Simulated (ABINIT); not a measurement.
## Si in ABINIT: the effect of functional

The system is Si.

```
CELL_PARAMETERS angstrom
2.87212 -5.98273 0.00000
2.87212 5.98273 0.00000
0.00000 0.00000 3.84691
ATOMIC_POSITIONS crystal
Si 0.01112 0.40148 0.25000
Si 0.40148 0.01112 0.75000
Si 0.59852 0.98888 0.25000
Si 0.98888 0.59852 0.75000
Si 0.44398 0.55602 0.25000
Si 0.55602 0.44398 0.75000
```

The cell was built by a generator and needn't be a form met in nature.

Alike in all runs:

| Item | Value |
| --- | --- |
| Program | ABINIT 10.8.3 (patched build) |
| Task | single point |
| Potentials or basis | JTH PAW PBE v2.0 |
| Cutoff | 490 eV |
| k mesh | 5 × 5 × 7 |
| Occupations | fermi-dirac, width 0.05 eV |
| Spin | no spin polarisation |

```tsv
functional	gap on the mesh (eV)	pressure (GPa)	largest force (eV/Å)
PBE	0.45	-0.1	0.02
LDA	0.35	-2.8	0.07
PBEsol	0.35	-1.6	0.04
RPBE	0.50	1.2	0.01
BLYP	0.62	2.8	0.07
AM05	0.38	-1.6	0.08
r2SCAN	0.62	-1.4	0.03
SCAN	?	?	?
revPBE	0.48	0.9	0.01
PW91	0.47	-0.1	0.02
WC	0.36	-1.6	0.04
```

**Question.** What does the run with functional SCAN give?

**Answer.** gap on the mesh 0.64 eV; pressure -2.2 GPa; largest force 0.22 eV/Å.

Caveats: an odd mesh through Γ misses points on the zone boundary, where band edges often lie; the PAW data sets were made with another functional, which shifts forces and pressure a little (some runs).
